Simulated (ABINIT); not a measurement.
The system is AlNi3.

```
Ni Al
1.0
     3.52305    0.00000    0.00000
     0.00000    3.52305    0.00000
     0.00000    0.00000    3.52305
Ni Al
3 1
Direct
  0.50000 0.50000 0.00000
  0.50000 0.00000 0.50000
  0.00000 0.50000 0.50000
  0.00000 0.00000 0.00000
```

The cell is a database's computed one.

Base run:

- Program: ABINIT 10.8.3 (patched build)
- Functional: LDA
- Potentials or basis: JTH PAW LDA v2.0
- Cutoff: 816 eV
- k mesh: 5 × 5 × 5
- Occupations: fermi-dirac, width 0.05 eV
- Spin: collinear spin, ferromagnetic start
- Starting moments: [1.0, 1.0, 1.0, 0.0] μB

Its results: band gap on the k mesh none (metal or under the smearing width); net moment 0.08 μB per cell; site moments Ni +0.03; Al -0.00 μB.

Q: The run is repeated on the same cell with these changes: k mesh from 5 × 5 × 5 to 3 × 3 × 3. What comes out?

A: Band gap on the k mesh none (metal or under the smearing width); net moment 0.18 μB per cell; site moments Ni +0.07; Al -0.00 μB.

Caveats: some runs use coarse meshes; small starting moments can end in a higher magnetic state in this program.

Not every run made on this cell is shown here.
